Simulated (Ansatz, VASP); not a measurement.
Two plane-wave programs on PtSe

Contents of INCAR:

```
SYSTEM = PtSe
  PREC = Accurate
  ENCUT = 520
  EDIFF = 1E-7
  ISMEAR = -1
  SIGMA = 0.05
  LREAL = .FALSE.
  LASPH = .TRUE.
  NELM = 80
  ALGO = Normal
  ISIF = 2
  LWAVE = .FALSE.
  LCHARG = .TRUE.
  GGA = PE
  LELF = .TRUE.
  LVHAR = .TRUE.
  NBANDS = 15
```

Contents of KPOINTS:

```
regular mesh
0
G
  8 8 8
  0 0 0
```

Contents of POSCAR:

```
PtSe
1.0
    0.0000000000      2.7984111300      2.7984111300
    2.7984111300      0.0000000000      2.7984111300
    2.7984111300      2.7984111300      0.0000000000
Pt Se
1 1
Direct
    0.5000000000      0.5000000000      0.5000000000
    0.0000000000      0.0000000000      0.0000000000
```

File input.yaml:

```yaml
crystal:
  lattice:
    - [0.0, 2.79841113, 2.79841113]
    - [2.79841113, 0.0, 2.79841113]
    - [2.79841113, 2.79841113, 0.0]
  atoms:
    - { symbol: Pt, position: [0.5, 0.5, 0.5] }
    - { symbol: Se, position: [0.0, 0.0, 0.0] }
hamiltonian:
  xc: pbe
  pseudopotentials: { kind: paw }
kpoints:
  mp_grid: { grid: [8, 8, 8] }
scf:
  occupations: { method: fermi_dirac, width: 0.05 }
output:
  forces: true
  stress: true
  eigenvalues: true
```

The cell comes from a database or a generator and needn't be the stable form of this composition.

Alike in both runs: task single point; functional PBE; k mesh 8 × 8 × 8; occupations fermi-dirac, width 0.05 eV; no spin polarisation.

```csv
,VASP,Ansatz
version,VASP 6.6.1,Ansatz 0.2.0
potentials or method,"VASP PAW PBE potentials, release 64 (Pt, Se)",Ansatz PAW
plane-wave cutoff (eV),520,420
valence electrons in the cell,16,34
```

```tsv
	VASP	Ansatz	Ansatz less VASP
gap on the k mesh at the Fermi level (eV)	none	none	-
pressure (GPa)	-14.6	-14.5	+0.09
```

A gap of «none» marks a metal or a gap that the smearing closes. The two sets of potentials don't hold the same shells in valence.

Spin-orbit coupling is left out, which matters for the levels of Pt.
